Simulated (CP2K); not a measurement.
Ta:

```
Ta
1.0
     2.86010    0.00000    0.00000
    -0.95337    2.69653    0.00000
    -0.95337   -1.34826    2.33526
Ta
1
Cartesian
  0.0000 0.0000 0.0000
```

Base run:

```yaml
Program: CP2K 2026.2
Functional: PBE
Dispersion: D3(BJ)+ATM
Potentials_or_basis: POTENTIAL_UZH Ta GTH-PBE-q13; TZVP-MOLOPT-PBE-GTH basis
Density_cutoff: 6123 eV
k_mesh: 11 × 11 × 11
Occupations: fermi-dirac, width 0.05 eV
Spin: no spin polarisation
```

Its results: band gap on the k mesh none (metal or under the smearing width); pressure -3.8 GPa.

Task: The run is repeated on the same cell with these changes: dispersion from D3(BJ)+ATM to D3. What comes out?

Result: Band gap on the k mesh none (metal or under the smearing width); pressure -5.1 GPa.

Caveats: the basis of atomic orbitals isn't converged, which shifts pressures, moduli and gaps; pairwise dispersion overbinds metals, which lowers pressure and volume.

Not every run made on this cell is shown here.
